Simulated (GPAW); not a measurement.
ZnS:

```
Zn S
1.0
     0.00000    2.70200    2.70200
     2.70200    0.00000    2.70200
     2.70200    2.70200    0.00000
Zn S
1 1
Direct
  0.75000 0.75000 0.75000
  0.00000 0.00000 0.00000
```

- Program: GPAW 26.7.0
- Task: relaxation of cell and atoms
- Functional: PBEsol
- Dispersion: D3(BJ)
- Potentials or basis: PAW data sets generated in the run's folder for this functional
- Cutoff: 600 eV
- Basis: pw
- k mesh: 9 × 9 × 9
- Occupations: fermi-dirac, width 0.05 eV
- Spin: no spin polarisation

At the start: pressure -4.1 GPa; volume 19.73 Å³/atom.

Q: Where does the relaxation end?

A: Over 4 steps the energy falls by 13.5 meV/atom and the volume is 18.69 Å³/atom (-5.2 %); space group F-43m (No. 216, to 0.05 Å).

Step by step:
| step | energy change (eV) | largest force (eV/Å) | pressure (GPa) | volume (Å³) |
| --- | --- | --- | --- | --- |
| 1 | 0.0000 | 0.0000 | -4.06 | 39.45 |
| 2 | -0.0096 | 0.0000 | -3.34 | 39.03 |
| 3 | -0.0268 | 0.0000 | 0.26 | 37.26 |
| 4 | -0.0269 | 0.0000 | -0.01 | 37.38 |

Final structure:
```
Zn S
1.0
     0.00000    2.65387    2.65387
     2.65387    0.00000    2.65387
     2.65387    2.65387    0.00000
Zn S
1 1
Direct
  0.75000 0.75000 0.75000
  0.00000 0.00000 0.00000
```

Caveat: later steps reuse the first step's grids.
